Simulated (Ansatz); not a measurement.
Band table of BP (CsCl type)

```
CELL_PARAMETERS angstrom
2.71591 0.00000 0.00000
0.00000 2.71591 0.00000
0.00000 0.00000 2.71591
ATOMIC_POSITIONS crystal
B 0.00000 0.00000 0.00000
P 0.50000 0.50000 0.50000
```

The cell comes from a relaxation on PAW files under the same functional, begun from a prototype that needn't be the stable phase.

Level of theory: DFT with PBE, scalar-relativistic, in Ansatz 0.2.0; a Γ-centred 15×15×15 k mesh, Fermi–Dirac smearing of 0.1 eV, no spin polarisation. LAPW: all electrons, basis error target 1 meV/atom.

Path points, in fractions of the reciprocal vectors: Γ (0.000, 0.000, 0.000), X (0.000, 0.500, 0.000), M (0.500, 0.500, 0.000), R (0.500, 0.500, 0.500). The distance column jumps between branches of the path. Levels in eV from the Fermi level; bands 6 to 14, counted from the lowest band of the run. The gap is zero, the pressure 0.05 GPa.

```
# k(1/Å) point b6 b7 b8 b9 b10 b11 b12 b13 b14
0.000 Γ -17.17 -1.09 -1.09 -1.09 2.18 4.35 4.35 10.86 10.86
0.165 - -17.08 -2.09 -1.00 -1.00 2.48 4.44 5.24 10.54 10.54
0.330 - -16.80 -3.93 -0.74 -0.74 2.82 4.71 7.26 9.68 9.68
0.496 - -16.34 -5.85 -0.30 -0.30 3.17 5.15 8.46 8.46 8.85
0.661 - -15.71 -7.67 0.32 0.32 3.61 5.74 7.10 7.10 8.30
0.826 - -14.92 -9.33 1.09 1.09 4.14 5.72 5.72 6.42 7.47
0.991 - -14.04 -10.73 2.02 2.02 4.40 4.40 4.72 6.68 7.06
1.157 X -13.49 -11.45 2.88 2.88 3.41 3.41 5.08 6.24 7.35
1.322 - -13.40 -11.36 2.05 2.15 2.96 3.48 5.72 6.62 8.20
1.487 - -13.11 -11.11 0.02 0.66 3.18 3.69 6.20 7.18 10.07
1.652 - -12.62 -10.68 -2.00 -1.01 3.54 4.03 6.63 7.60 11.84
1.818 - -11.95 -10.10 -3.89 -2.64 4.01 4.46 7.14 7.92 12.75
1.983 - -11.10 -9.37 -5.63 -4.14 4.52 4.94 7.69 8.17 12.72
2.148 - -10.11 -8.58 -7.16 -5.41 4.95 5.34 8.18 8.33 11.86
2.313 M -9.35 -8.10 -8.10 -6.05 5.12 5.51 8.39 8.39 11.53
2.547 - -10.77 -7.91 -7.54 -4.70 4.52 5.52 7.81 8.49 11.71
2.781 - -12.63 -7.36 -6.92 -2.00 3.09 5.98 6.66 8.78 12.25
3.015 - -14.23 -6.44 -6.06 1.11 1.66 5.50 6.76 9.19 11.77
3.248 - -15.51 -5.18 -4.91 0.48 4.24 4.58 7.83 9.52 9.58
3.482 - -16.43 -3.63 -3.51 -0.39 3.65 6.57 7.97 8.12 9.08
3.716 - -16.98 -2.00 -1.99 -0.91 2.84 4.99 5.59 9.97 10.28
3.949 Γ -17.17 -1.09 -1.09 -1.09 2.18 4.35 4.35 10.86 10.86
4.236 - -16.89 -1.91 -1.91 -1.91 3.34 5.67 5.67 9.49 10.40
4.522 - -16.06 -3.26 -3.26 -3.13 5.37 7.07 7.84 7.84 9.42
4.808 - -14.68 -4.33 -4.33 -4.09 4.09 5.65 5.65 7.86 12.54
5.094 - -12.76 -4.93 -4.93 -4.67 1.77 2.83 2.83 7.86 15.59
5.380 - -10.33 -4.99 -4.99 -4.86 -0.19 0.29 0.29 4.59 17.23
5.667 - -7.52 -4.67 -4.52 -4.52 -1.79 -1.79 -1.68 0.67 19.49
5.953 R -5.65 -3.77 -3.77 -3.77 -3.08 -3.08 -3.08 -1.56 20.53
6.187 - -6.86 -5.40 -4.10 -3.59 -2.90 -2.37 -1.04 -0.21 19.91
6.420 - -8.76 -7.20 -3.63 -3.04 -2.36 -1.87 1.86 2.35 18.33
6.654 - -10.43 -8.72 -2.73 -2.15 -1.49 -1.17 4.95 5.11 16.42
6.888 - -11.76 -9.91 -1.47 -0.90 -0.32 -0.22 7.43 7.65 14.37
7.121 - -12.72 -10.76 0.12 0.64 0.94 1.03 8.02 8.25 11.36
7.355 - -13.30 -11.28 1.95 2.17 2.30 2.35 6.61 7.00 8.73
7.589 X -13.49 -11.45 2.88 2.88 3.41 3.41 5.08 6.24 7.35
9.225 R -5.65 -3.77 -3.77 -3.77 -3.08 -3.08 -3.08 -1.56 20.53
9.390 - -6.21 -4.70 -4.70 -3.53 -3.05 -1.97 -1.97 -0.98 20.29
9.555 - -7.09 -5.72 -5.72 -4.24 -1.68 -0.41 -0.41 0.10 19.55
9.720 - -7.88 -6.57 -6.57 -4.88 -0.11 1.33 1.33 1.33 18.34
9.886 - -8.52 -7.24 -7.24 -5.39 1.59 2.61 3.22 3.22 16.70
10.051 - -8.98 -7.72 -7.72 -5.75 3.31 3.82 5.21 5.21 14.76
10.216 - -9.26 -8.00 -8.00 -5.98 4.75 4.81 7.19 7.19 12.75
10.381 M -9.35 -8.10 -8.10 -6.05 5.12 5.51 8.39 8.39 11.53
```
